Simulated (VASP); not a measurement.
# WS₂: band gap, by functional

WS₂, sheet, 3 atoms in the cell.

| Functional | Gap, path and mesh (eV) | Direct gap, path and mesh (eV) | Gap on the mesh (eV) | c of the potential (pure number) | Time (s) |
|---|---|---|---|---|---|
| mBJ (c = 1.0) | 1.91 | 1.91 | 2.22 | 1.000 | 342 |
| mBJ (c = 1.1) | 1.94 | 1.94 | 2.23 | 1.100 | 388 |
| mBJ (c = 1.45) | 2.02 | 2.09 | 2.28 | 1.450 | 400 |

Limits: Spin-orbit coupling is left out, and with elements this heavy it changes the gap.

## Input of the first row

INCAR.step1:
```
SYSTEM = WS2
  PREC = Accurate
  ENCUT = 520
  EDIFF = 1E-5
  ISMEAR = 0
  SIGMA = 0.02
  LREAL = .FALSE.
  LASPH = .TRUE.
  GGA_COMPAT = .FALSE.
  ALGO = Normal
  NELM = 150
  ISIF = 2
  LWAVE = .TRUE.
  LCHARG = .FALSE.
  GGA = PE
  NBANDS = 20
  KPAR = 4
```

INCAR.step2, as INCAR.step1 but for:
```
- EDIFF = 1E-5
- NELM = 150
- ISIF = 2
- LWAVE = .TRUE.
- GGA = PE
+ EDIFF = 1E-6
+ NELM = 300
+ ISIF = 0
+ LWAVE = .FALSE.
+ ISTART = 1
+ METAGGA = MBJ
+ CMBJ = 1.0
+ LMIXTAU = .TRUE.
```

KPOINTS:
```
k-points
0
Gamma
  8 8 1
```

KPOINTS_OPT:
```
path GMKGALHA,LM,KH
10
line-mode
reciprocal
 0.0000000000  0.0000000000  0.0000000000  G
 0.5000000000  0.0000000000  0.0000000000  M

 0.5000000000  0.0000000000  0.0000000000  M
 0.3333333333  0.3333333333  0.0000000000  K

 0.3333333333  0.3333333333  0.0000000000  K
 0.0000000000  0.0000000000  0.0000000000  G

 0.0000000000  0.0000000000  0.0000000000  G
 0.0000000000  0.0000000000  0.5000000000  A

 0.0000000000  0.0000000000  0.5000000000  A
 0.5000000000  0.0000000000  0.5000000000  L

 0.5000000000  0.0000000000  0.5000000000  L
 0.3333333333  0.3333333333  0.5000000000  H

 0.3333333333  0.3333333333  0.5000000000  H
 0.0000000000  0.0000000000  0.5000000000  A

 0.5000000000  0.0000000000  0.5000000000  L
 0.5000000000  0.0000000000  0.0000000000  M

 0.3333333333  0.3333333333  0.0000000000  K
 0.3333333333  0.3333333333  0.5000000000  H
```

POSCAR:
```
WS2
1.0
    3.1580000000      0.0000000000      0.0000000000
   -1.5790000000     -2.7349082252      0.0000000000
    0.0000000000      0.0000000000    -19.1303570000
S W
2 1
Direct
    0.0000000000      0.0000000000      0.4181835185
    1.0000000000      1.0000000000      0.5818164815
    0.6666666667      0.3333333333      0.5009826354
```

Commands (each step's output is kept before the next begins):
```
cat potpaw_PBE.64/S/POTCAR potpaw_PBE.64/W_sv/POTCAR > POTCAR
cp INCAR.step1 INCAR
mpirun -np 4 vasp_std > vasp.out
cp INCAR.step2 INCAR
mpirun -np 4 vasp_std > vasp.out
```

Changes of the last row against the first:
```
(step 2)
- CMBJ = 1.0
+ CMBJ = 1.45
```

VASP 6.6.1 took 342 s on 4 cores (Intel Xeon Platinum 8259CL @ 2.50GHz (Skylake/Cascade Lake)), a shared host.
